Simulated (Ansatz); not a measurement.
# SrTiO3: under pressure

How does SrTiO3 compress? Cell and atoms are relaxed at 6 pressures between -3 and 60 GPa.

Method: DFT r2SCAN+U, scalar-relativistic, plane waves, PAW, in Ansatz 0.2.0.

2 further runs of the same task are left out: 2 set aside as unsound or not needed.

## (1) Starting point

Symmetry: Pm-3m, No. 221, cubic system. Conventional cell: a = 3.918 Å, b = 3.918 Å, c = 3.918 Å, α = 90.00°, β = 90.00°, γ = 90.00°. Sr (site symmetry m-3m) has 12 O at 2.77 Å as nearest neighbours. Around Ti (site symmetry m-3m) lie 6 O at 1.96 Å. Around O (site symmetry 4/mmm) lie 2 Ti at 1.96 Å and 4 Sr at 2.77 Å.

Structure file:

```cif
data_structure
_symmetry_space_group_name_H-M 'P 1'
_symmetry_Int_Tables_number 1
_cell_length_a 3.9177
_cell_length_b 3.9177
_cell_length_c 3.9177
_cell_angle_alpha 90.000
_cell_angle_beta 90.000
_cell_angle_gamma 90.000
_cell_volume 60.13
loop_
_atom_site_label
_atom_site_type_symbol
_atom_site_fract_x
_atom_site_fract_y
_atom_site_fract_z
_atom_site_occupancy
Sr1 Sr 0.00000 0.00000 0.00000 1
Ti1 Ti 0.50000 0.50000 0.50000 1
O1 O 0.50000 0.00000 0.50000 1
O2 O 0.50000 0.50000 0.00000 1
O3 O 0.00000 0.50000 0.50000 1
```

It goes back to an entry of the Materials Project.

This cell was relaxed beforehand with the same method: volume 12.03 Å³/atom, gap on the mesh 2.78 eV.

## (2) Relaxing at -3 GPa

input.yaml reads:

```yaml
crystal:
  lattice:
    - [3.9553178978, 0.0, 0.0]
    - [0.0, 3.9553178978, 0.0]
    - [0.0, 0.0, 3.9553178978]
  atoms:
    - { symbol: Sr, position: [0.0, 0.0, 0.0] }
    - { symbol: Ti, position: [0.5, 0.5, 0.5] }
    - { symbol: O, position: [0.5, 0.0, 0.5] }
    - { symbol: O, position: [0.5, 0.5, 0.0] }
    - { symbol: O, position: [0.0, 0.5, 0.5] }
basis:
  ecutwfc: 500
kpoints:
  mp_grid: { grid: [6, 6, 6] }
hamiltonian:
  xc: r2scan
  hubbard: { sites: [{ species: Ti, l: d, u_eff: 4.0 }] }
scf:
  occupations: { method: gaussian, width: 0.02 }
output:
  forces: true
  stress: true
  eigenvalues: true
  write_density: true
  write_potential: true
  elf: true
  volumetric_format: npy
relax:
  adjacent_minimum: "off"
  f_tol: 0.008
  max_steps: 50
  cell: { stress_tol: 0.08, p_target: -3.0 }
```

Command:

```console
> ansatz run input.yaml --threads 1 --pin off --max-ram 2560MiB --backend cpu --events-out ev --progress --plain --runs-dir out
```

The session goes on with these runs: band edges over the zone at -3 GPa; 3 GPa; the gap over the whole zone at 3 GPa; target pressure 8 GPa; the gap over the whole zone at 8 GPa; 15 GPa; band edges over the zone at 15 GPa; target pressure 30 GPa; band edges over the zone at 30 GPa; relaxing at 60 GPa; seeking the band edges at 60 GPa.

Before running it: what results should come out? Wanted: bulk modulus B0; B0'.

The runs gave:

```
                                     quantity                       value
                             volume at 60 GPa  9.79 Å³/atom, V/V0 = 0.814
bulk modulus B0 (third-order Birch-Murnaghan)                     187 GPa
                                          B0'                         4.3
                          gap at 0 and 60 GPa            2.78 eV; 3.28 eV
```

Up to 60 GPa the volume falls by 18.6 %. The points follow one equation of state, B0 = 187 GPa. The gap goes from 2.78 eV at zero pressure to 3.28 eV at 60 GPa. The symmetry of the start is kept, so a transition to another structure would not show.
